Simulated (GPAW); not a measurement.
# MgB2 (P6/mmm) in GPAW: a series of runs

The runs below take MgB2 through single point, with PBE.

Program: GPAW 26.7.0. These are calculated values, not measurements. Logs are shortened: lines on timing, memory, paths and dates and some standing lists are left out, and cuts for length are marked. The log counts tension as positive stress, the text compression.

**1. Starting point**

The structure is hexagonal, space group P6/mmm (No. 191). The conventional cell has a = 3.085 Å, b = 3.085 Å, c = 3.523 Å, α = 90.00°, β = 90.00°, γ = 120.00°. Mg (site symmetry 6/mmm) has 12 B at 2.51 Å as nearest neighbours. B (site symmetry -6m2) has 3 B at 1.78 Å as nearest neighbours.

**2. Single point, PBE**

Contents of run.py:

```python
from ase import Atoms
from ase.dft.bandgap import bandgap
from ase.io import write
from ase.units import Bohr, GPa
from gpaw import GPAW, PW
from gpaw.elf import elf_from_dft_calculation

atoms = Atoms(['Mg', 'B', 'B'],
              cell=[[3.085, 0.0, 0.0],
                    [-1.5425, 2.6716883707, 0.0],
                    [0.0, 0.0, 3.523]],
              scaled_positions=[[0.0, 0.0, 0.0],
                                [0.6666666667, 0.3333333333, 0.5],
                                [0.3333333333, 0.6666666667, 0.5]],
              pbc=True)

calc = GPAW(mode=PW(800),
            xc='PBE',
            kpts={'size': (10, 10, 8), 'gamma': True},
            occupations={'name': 'methfessel-paxton', 'order': 0, 'width': 0.018000000000000002},
            nbands=17,
            convergence={'density': 1e-05, 'energy': 1e-05},
            maxiter=150,
            txt='gpaw.txt')
atoms.calc = calc
energy = atoms.get_potential_energy()
forces = atoms.get_forces()
stress = atoms.get_stress()
calc.write('gs.gpw')
write('result.traj', atoms)
print(f'Energy: {energy:.6f} eV')
print('Forces (eV/A):')
print(forces.round(4))
print('Stress (GPa):', (stress / GPa).round(3))
print('Fermi level:', round(calc.get_fermi_level(), 4), 'eV')
print(f'Gap: {bandgap(calc)[0]:.4f} eV, direct: {bandgap(calc, direct=True)[0]:.4f} eV')

# fields on the real-space grid
write('density.cube', atoms, data=calc.get_pseudo_density() * Bohr**3)
write('potential.cube', atoms, data=calc.get_electrostatic_potential())
write('elf.cube', atoms, data=elf_from_dft_calculation(calc).data)
```

Potentials or basis: GPAW PAW data sets (gpaw-data 1.2.1), pw.

Run with:

```
$ OMP_NUM_THREADS=1 python run.py
```

gpaw.txt:

```text
__  _  _
 | _ |_)|_||  |
 |__||  | ||/\| - 26.7.0

Input parameters:
  mode=PW(ecut=800.0),
  convergence={'density': 1e-05, 'energy': 1e-05},
  kpts=MonkhorstPack(size=(10, 10, 8), gamma=True),
  maxiter=150,
  nbands=17,
  occupations=Occupations(name='methfessel-paxton', order=0, width=0.018000000000000002),
  xc=XC(name='PBE')

Diagonalizing LCAO Hamiltonian
Converting LCAO to pw mode

         B  B

       Mg

Atoms  # Å, Bohr magnetons
|   | symbol |         x |        y |        z |    initial magnetic moments |
|---|--------|-----------|----------|----------|-----------------------------|
| 0 |     Mg |  0.000000 | 0.000000 | 0.000000 | ( 0.0000,  0.0000,  0.0000) |
| 1 |      B |  1.542500 | 0.890563 | 1.761500 | ( 0.0000,  0.0000,  0.0000) |
| 2 |      B | -0.000000 | 1.781126 | 1.761500 | ( 0.0000,  0.0000,  0.0000) |

Unit cell  # Å
| periodic |         x |        y |        z |  lengths |     angles |
|----------|-----------|----------|----------|----------|------------|
|      yes |  3.085000 | 0.000000 | 0.000000 | 3.085000 |  90.000000 |
|      yes | -1.542500 | 2.671688 | 0.000000 | 3.085000 |  90.000000 |
|      yes |  0.000000 | 0.000000 | 3.523000 | 3.523000 | 120.000000 |

Number of symmetries: 24
Symmetry operations  # r_c * U_cc + t_c -> r_c
|    | kind |            matrix            |
|----|------|------------------------------|
|  0 |  σ   |  1, 1, 0,  0,-1, 0,  0, 0, 1 |
|  1 |  C2  |  1, 1, 0,  0,-1, 0,  0, 0,-1 |
|  2 |  C6  |  1, 1, 0, -1, 0, 0,  0, 0, 1 |
|  3 |  S6  |  1, 1, 0, -1, 0, 0,  0, 0,-1 |
|  4 |  E   |  1, 0, 0,  0, 1, 0,  0, 0, 1 |
|  5 |  σ   |  1, 0, 0,  0, 1, 0,  0, 0,-1 |
|  6 |  σ   |  1, 0, 0, -1,-1, 0,  0, 0, 1 |
|  7 |  C2  |  1, 0, 0, -1,-1, 0,  0, 0,-1 |
|  8 |  σ   |  0, 1, 0,  1, 0, 0,  0, 0, 1 |
|  9 |  C2  |  0, 1, 0,  1, 0, 0,  0, 0,-1 |
| 10 |  C3  |  0, 1, 0, -1,-1, 0,  0, 0, 1 |
| 11 |  S3  |  0, 1, 0, -1,-1, 0,  0, 0,-1 |
| 12 |  C6  |  0,-1, 0,  1, 1, 0,  0, 0, 1 |
| 13 |  S6  |  0,-1, 0,  1, 1, 0,  0, 0,-1 |
| 14 |  σ   |  0,-1, 0, -1, 0, 0,  0, 0, 1 |
| 15 |  C2  |  0,-1, 0, -1, 0, 0,  0, 0,-1 |
| 16 |  σ   | -1, 0, 0,  1, 1, 0,  0, 0, 1 |
| 17 |  C2  | -1, 0, 0,  1, 1, 0,  0, 0,-1 |
| 18 |  C2  | -1, 0, 0,  0,-1, 0,  0, 0, 1 |
| 19 |  i   | -1, 0, 0,  0,-1, 0,  0, 0,-1 |
| 20 |  C3  | -1,-1, 0,  1, 0, 0,  0, 0, 1 |
| 21 |  S3  | -1,-1, 0,  1, 0, 0,  0, 0,-1 |
| 22 |  σ   | -1,-1, 0,  0, 1, 0,  0, 0, 1 |
| 23 |  C2  | -1,-1, 0,  0, 1, 0,  0, 0,-1 |

BZ-sampling:
  Number of BZ points: 800
  Number of IBZ points: 70

  Monkhorst-Pack size: [10, 10, 8]
  Monkhorst-Pack shift: [0.05, 0.05, 0.0625]

K-points  # in reciprocal-cell coordinates
|     |                                coordinates |     weight |
|-----|--------------------------------------------|------------|
|   0 | (  0.00000000,   0.00000000,   0.00000000) | 0.00125000 |
|   1 | (  0.00000000,   0.00000000,   0.12500000) | 0.00250000 |
|   2 | (  0.00000000,   0.00000000,   0.25000000) | 0.00250000 |
|   3 | (  0.00000000,   0.00000000,   0.37500000) | 0.00250000 |
|   4 | (  0.00000000,   0.00000000,   0.50000000) | 0.00125000 |
|   5 | (  0.10000000,   0.00000000,   0.00000000) | 0.00750000 |
|   6 | (  0.10000000,   0.00000000,   0.12500000) | 0.01500000 |
|   7 | (  0.10000000,   0.00000000,   0.25000000) | 0.01500000 |
|   8 | (  0.10000000,   0.00000000,   0.37500000) | 0.01500000 |
|   9 | (  0.10000000,   0.00000000,   0.50000000) | 0.00750000 |
| ... |                                            |            |
|  69 | (  0.50000000,   0.50000000,   0.50000000) | 0.00375000 |

Plane wave coefficients: 1509
Cutoff: 800.0 eV

Spin-components: 1 (collinear spins)
Bands:           17
Projectors:      15
Spin-degeneracy: 2
Datatype:        complex128

Parallelization:
  kpt:    1
  domain: 1
  band:   1

Density:
  Valence electrons: 16.0
  Components: 1
  Grid points: [21 21 24]
  Charge: 0.0  # |e|

Potential:
  Grid points: [21 21 24]

species:
  Mg:
    name:    Magnesium
    Z:       12.0
    valence: 10
    core:    2
    charge:  0.0  # [|e|]
    compensation charges:
      type: gauss
      rc: 0.33  # [Å]
      lmax: 2
    cutoffs:
      filter: 1.86  # [Å]
      core: 0.54  # [Å]
    projectors
    | kind |    occ | energy [eV] | rcut [Å] |
    |------|--------|-------------|----------|
    |   2s |  2.000 |     -79.840 |    1.090 |
    |   3s |  2.000 |      -4.705 |    1.090 |
    |   2p |  6.000 |     -46.613 |    1.085 |
    |   3p |  0.000 |      -1.330 |    1.085 |
    |    d |        |       0.000 |    1.037 |

    Using partial waves for Mg as LCAO basis

  B:
    name:    Boron
    Z:       5.0
    valence: 3
    core:    2
    charge:  0.0  # [|e|]
    compensation charges:
      type: gauss
      rc: 0.20  # [Å]
      lmax: 2
    cutoffs:
      filter: 1.14  # [Å]
      core: 1.38  # [Å]
    projectors
    | kind |    occ | energy [eV] | rcut [Å] |
    |------|--------|-------------|----------|
    |   2s |  2.000 |      -9.443 |    0.635 |
    |   2p |  1.000 |      -3.606 |    0.635 |
    |    s |        |      17.768 |    0.635 |
    |    p |        |      23.605 |    0.635 |
    |    d |        |       0.000 |    0.635 |

    Using partial waves for B as LCAO basis

Reference energy: -6788.624023  # eV

eigensolver:
  PPCG
  Converge bands: occupied
  niter=2

density mixing:
  MSR1-Mixer
  Pratt-step length: 0.05
  Maximum mixing coefficient: 0.75
  Old densities: 10
  SVD Regularization: 0.005
  Good broyden scale: 1.0
  Trust region scale: 1.0
  Backstep threshold: 4.0
  History deletion threshold: 6.0
  Fourier metric: weight=20.0, sigma=0.015

occupation numbers:
  Methfessel-Paxton:
    width: 0.0180  # eV
    order: 0

poisson solver:
  ecut: 6400.0  # eV

xc functional:
  name: PBE with 2 nearest neighbor stencil

convergence criteria:
- Maximum integral of absolute [dens]ity change: 1e-05 electrons / valence electron
- Maximum [total energy] change in last 3 cyles: 1e-05 eV / valence electron
- Maximum integral of absolute [eigenst]ate change: 4e-08 eV^2 / valence electron
maximum number of iterations: 150

SCF iterations
|iter     | |      energy | eigst |  dens |
|---------|-|-------------|-------|-------|
|iter:   1| |  -16.880878 | +0.12 |       |
|iter:   2| |  -16.610508 | -2.32 | -0.95 |
|iter:   3| |  -15.426302 | -1.28 | -0.99 |
|iter:   4| |  -15.423369 | -3.25 | -1.78 |
|iter:   5| |  -15.424867 | -3.88 | -2.08 |
|iter:   6| |  -15.424877 | -5.49 | -3.08 |
|iter:   7| |  -15.424877c| -6.05 | -3.67 |
|iter:   8| |  -15.424877c| -8.22c| -4.60 |
|iter:   9| |  -15.424877c| -8.18c| -5.01c|

Converged in 9 steps
Energy contributions relative to reference atoms: (reference = -6788.624023)

Energy contributions:
  Kinetic:          10.091791
  Coulomb:          -6.199802
  Zero:             -0.020352
  External:          0.000000
  Xc:              -19.296436
  Entropy:          -0.000157
  Spinorbit:         0.000000
  ----------------------------
  Free energy:     -15.424956
  Extrapolated:    -15.424877

dipole moment: (-2.215118, -3.836696, -5.059228)  # |e|*Ang

Fermi level: 7.247
Eigenvalues  # (at kpt = [0.000, 0.000, 0.000])
| band index |      eig [eV] | occ [0-2] |
|------------|---------------|-----------|
|          0 |       -68.093 |     2.000 |
|          1 |       -34.866 |     2.000 |
|          2 |       -34.866 |     2.000 |
|          3 |       -34.851 |     2.000 |
|          4 |        -5.193 |     2.000 |
|          5 |         4.281 |     2.000 |
|          6 |         7.582 |     0.000 |
|          7 |         7.582 |     0.000 |
|          8 |         8.864 |     0.000 |
|          9 |        13.519 |     0.000 |
|         10 |        13.519 |     0.000 |
|         11 |        15.281 |     0.000 |
|         12 |        17.144 |     0.000 |
|         13 |        19.905 |     0.000 |
|        ... |               |           |
|         16 |        26.289 |     0.000 |

No gap
No difference between direct/indirect transitions

Forces  # eV/Ang
|       x |        y |       z |
|---------|----------|---------|
| 0.00000 | -0.00000 | 0.00000 |  # Mg   0
| 0.00000 |  0.00000 | 0.00000 |  # B    1
| 0.00000 |  0.00000 | 0.00000 |  # B    2

Stress tensor  # eV/Ang^3
|        x |         y |        z |
|----------|-----------|----------|
| 0.005094 | -0.000000 | 0.000000 |
| 0.000000 |  0.005094 | 0.000000 |
| 0.000000 |  0.000000 | 0.010849 |

# Writing to gs.gpw (mode='')
```

stdout:

```text
Energy: -15.424877 eV
Forces (eV/A):
[[ 0. -0.  0.]
 [ 0.  0.  0.]
 [ 0.  0.  0.]]
Stress (GPa): [ 0.816  0.816  1.738  0.     0.    -0.   ]
Fermi level: 7.2466 eV
Gap: 0.0000 eV, direct: 0.0000 eV
```

Wall time 31 s (1 thread of Intel Xeon at 2.70GHz, shared host); peak memory 0.19 GiB.

Results:

| Quantity | Value |
| --- | --- |
| Free energy | -15.4250 eV |
| Pressure | -1.1 GPa |
| Band gap on the k mesh | none (metal or under the smearing width) |

Levels at points of the mesh, in eV from the Fermi level:
| k point | band 5 | band 6 | band 7 | band 8 | band 9 | band 10 | band 11 | band 12 |
| --- | --- | --- | --- | --- | --- | --- | --- | --- |
| (0.00, 0.00, 0.00) | -12.44 | -2.97 | 0.33 | 0.33 | 1.62 | 6.27 | 6.27 | 8.03 |
| (0.00, 0.00, 0.50) | -11.16 | -7.46 | 0.71 | 0.71 | 6.61 | 6.61 | 7.90 | 9.80 |
| (0.50, 0.50, 0.00) | -8.56 | -7.85 | -2.20 | 0.18 | 3.04 | 3.84 | 5.28 | 7.07 |
| (0.50, 0.50, 0.50) | -7.59 | -6.94 | -3.59 | -1.90 | -1.33 | 5.66 | 8.75 | 8.86 |

**3. Single point, PBE**

Changes to run.py since step 2:

```diff
@@ -3,5 +3,4 @@
 from ase.io import write
-from ase.units import Bohr, GPa
+from ase.units import GPa
 from gpaw import GPAW, PW
-from gpaw.elf import elf_from_dft_calculation
 
@@ -19,3 +18,3 @@
             kpts={'size': (10, 10, 8), 'gamma': True},
-            occupations={'name': 'methfessel-paxton', 'order': 0, 'width': 0.018000000000000002},
+            occupations={'name': 'methfessel-paxton', 'order': 0, 'width': 0.019000000000000003},
             nbands=17,
@@ -36,6 +35 @@
 print(f'Gap: {bandgap(calc)[0]:.4f} eV, direct: {bandgap(calc, direct=True)[0]:.4f} eV')
-
-# fields on the real-space grid
-write('density.cube', atoms, data=calc.get_pseudo_density() * Bohr**3)
-write('potential.cube', atoms, data=calc.get_electrostatic_potential())
-write('elf.cube', atoms, data=elf_from_dft_calculation(calc).data)
```

Potentials or basis: GPAW PAW data sets (gpaw-data 1.2.1), pw.

Run with:

```
$ OMP_NUM_THREADS=1 python run.py
```

Wall time 29 s (1 thread of Intel Xeon at 2.70GHz, shared host); peak memory 0.19 GiB.

It converged, with:

| Item | Value |
| --- | --- |
| Free energy | -15.4250 eV |
| Pressure | -1.1 GPa |
| Band gap on the k mesh | none (metal or under the smearing width) |

Stress tensor (GPa, compression positive):
```
-0.83  0.00  0.00
 0.00 -0.83  0.00
 0.00  0.00 -1.72
```

Levels at points of the mesh, in eV from the Fermi level:
| k point | band 5 | band 6 | band 7 | band 8 | band 9 | band 10 | band 11 | band 12 |
| --- | --- | --- | --- | --- | --- | --- | --- | --- |
| (0.00, 0.00, 0.00) | -12.44 | -2.97 | 0.33 | 0.33 | 1.62 | 6.27 | 6.27 | 8.03 |
| (0.00, 0.00, 0.50) | -11.16 | -7.46 | 0.71 | 0.71 | 6.61 | 6.61 | 7.90 | 9.80 |
| (0.50, 0.50, 0.00) | -8.56 | -7.85 | -2.20 | 0.18 | 3.04 | 3.84 | 5.28 | 7.07 |
| (0.50, 0.50, 0.50) | -7.59 | -6.94 | -3.59 | -1.90 | -1.33 | 5.66 | 8.75 | 8.86 |

**4. Single point, PBE**

Contents of run.py:

```python
from ase.dft.bandgap import bandgap
from ase.io import read, write
from ase.units import GPa
from gpaw import GPAW, PW, setup_paths

setup_paths.insert(0, '.')

atoms = read('MgB2.cif')

calc = GPAW(mode=PW(650),
            xc='PBE',
            kpts={'size': (8, 8, 6), 'gamma': True},
            occupations={'name': 'fermi-dirac', 'width': 0.05},
            setups={'B': 'jth', 'Mg': 'jth'},
            nbands=-9,
            convergence={'density': 1e-05, 'energy': 1e-05},
            maxiter=80,
            txt='gpaw.txt')
atoms.calc = calc
energy = atoms.get_potential_energy()
forces = atoms.get_forces()
stress = atoms.get_stress()
calc.write('gs.gpw')
write('result.traj', atoms)
print(f'Energy: {energy:.6f} eV')
print('Forces (eV/A):')
print(forces.round(4))
print('Stress (GPa):', (stress / GPa).round(3))
print('Fermi level:', round(calc.get_fermi_level(), 4), 'eV')
print(f'Gap: {bandgap(calc)[0]:.4f} eV, direct: {bandgap(calc, direct=True)[0]:.4f} eV')
```

Contents of MgB2.cif:

```cif
data_MgB2
_cell_length_a 3.08500000
_cell_length_b 3.08500000
_cell_length_c 3.52300000
_cell_angle_alpha 90.00000000
_cell_angle_beta 90.00000000
_cell_angle_gamma 120.00000000
_space_group_name_H-M_alt 'P1'
_space_group_name_Hall 'P 1'
_space_group_IT_number 1
loop_
_space_group_symop_operation_xyz
'x,y,z'
loop_
_atom_site_label
_atom_site_type_symbol
_atom_site_symmetry_multiplicity
_atom_site_Wyckoff_symbol
_atom_site_fract_x
_atom_site_fract_y
_atom_site_fract_z
_atom_site_occupancy
Mg1 Mg 1 a 0.0000000000 0.0000000000 0.0000000000 1
B1 B 1 a 0.6666666667 0.3333333333 0.5000000000 1
B2 B 1 a 0.3333333333 0.6666666667 0.5000000000 1
```

Potentials or basis: JTH PAW 2.0, PBE, pw.

Run with:

```
$ OMP_NUM_THREADS=1 python run.py
```

Run time: 15 s. Hardware: 1 thread of Arm Neoverse V1, shared host; peak memory 0.15 GiB.

It converged, with:

- Free energy: -15.3471 eV
- Pressure: -1.1 GPa
- Band gap on the k mesh: none (metal or under the smearing width)

Stress tensor (GPa, compression positive):
```
-1.00  0.00  0.00
 0.00 -1.00  0.00
 0.00  0.00 -1.26
```

Levels at points of the mesh, in eV from the Fermi level:
| k point | band 5 | band 6 | band 7 | band 8 | band 9 | band 10 | band 11 | band 12 |
| --- | --- | --- | --- | --- | --- | --- | --- | --- |
| (0.00, 0.00, 0.00) | -12.41 | -2.93 | 0.36 | 0.36 | 1.66 | 6.30 | 6.30 | 8.06 |
| (0.00, 0.00, 0.50) | -11.13 | -7.41 | 0.73 | 0.73 | 6.64 | 6.64 | 7.93 | 9.82 |
| (0.50, 0.50, 0.00) | -8.53 | -7.83 | -2.17 | 0.21 | 3.07 | 3.88 | 5.33 | 7.10 |
| (0.50, 0.50, 0.50) | -7.57 | -6.91 | -3.54 | -1.89 | -1.29 | 5.69 | 8.77 | 8.92 |

Caveat: the cutoff is short for stress and forces, so pressures can be off by a GPa or more; the program truncates these outside data sets.

**5. Summary**

```csv
potentials or basis,k mesh,cutoff (eV),smearing,maxiter,data set,gap on the mesh (eV),pressure (GPa)
"GPAW PAW data sets (gpaw-data 1.2.1), pw",10 × 10 × 8,800,gaussian 0.018 eV,150,-,none,-1.1
"GPAW PAW data sets (gpaw-data 1.2.1), pw",10 × 10 × 8,800,gaussian 0.019 eV,150,-,none,-1.1
"JTH PAW 2.0, PBE, pw",8 × 8 × 6,650,fermi-dirac 0.05 eV,80,"B jth, Mg jth",none,-1.1
```

Alike in all rows: task single point; level PBE; no spin polarisation; cell as given.

Caveats: the cutoff is short for stress and forces, so pressures can be off by a GPa or more (some runs); the program truncates these outside data sets (some runs).

Total energies depend on the potentials used, so only differences within one code and one set of settings carry meaning.
